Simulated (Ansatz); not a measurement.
Crystal: BaTiO3 (Barioperovskite).

```
CELL_PARAMETERS angstrom
3.98550 0.00000 0.00000
0.00000 2.83690 2.84515
0.00000 -2.83690 2.84515
ATOMIC_POSITIONS crystal
Ba 0.00000 0.00000 0.00000
Ti 0.50000 0.51240 0.51240
O 0.50000 0.99184 0.50524
O 0.50000 0.50524 0.99184
O 0.00000 0.48740 0.48740
```

| Quantity | Value |
| --- | --- |
| Program | Ansatz 0.2.0 |
| Task | relaxation of cell and atoms |
| Functional | PBE |
| Potentials or basis | Ansatz PAW |
| Cutoff | 420 eV (not typed: the program's choice for these potentials) |
| k mesh | 7 × 7 × 7 |
| Occupations | fermi-dirac, width 0.05 eV |
| Spin | no spin polarisation |

At the start: volume 12.87 Å³/atom.

Task: How do energy, volume and symmetry change on relaxing?

Result: It ends after 13 steps and the volume is 13.39 Å³/atom (+4.1 %); space group Amm2 (No. 38, to 0.05 Å).

Step by step:
```
step  energy change (eV)  largest force (eV/Å)  volume (Å³)
   1              0.0000                0.2699        64.34
   2             -0.0052                0.6119        65.44
   3             -0.0197                0.3663        65.34
   4             -0.0240                0.3289        65.36
   5             -0.0460                0.1896        65.97
   6             -0.0510                0.0290        66.76
   7             -0.0516                0.0290        66.62
   8             -0.0513                0.0057        66.74
   9             -0.0514                0.0084        66.71
  10             -0.0619                0.0086        66.71
  11             -0.0615                0.0066        66.93
  12             -0.0614                0.0031        66.96
  13             -0.0622                0.0031        66.96
```

Final structure:
```
Ba Ti O
1.0
     3.97230    0.00000    0.00000
     0.00000    2.89048    2.91612
     0.00000   -2.89048    2.91612
Ba Ti O
1 1 3
Cartesian
  0.0000 0.0000 0.0689
  1.9862 0.0000 3.0790
  1.9862 1.3966 4.2861
  1.9862 -1.3966 4.2861
  0.0000 0.0000 2.8424
```

Caveat: the plane-wave basis is chosen anew once the cell has moved, so the energies of steps on either side of that aren't comparable; the pressure holds a Pulay correction of +0.5 GPa for the finite cutoff.
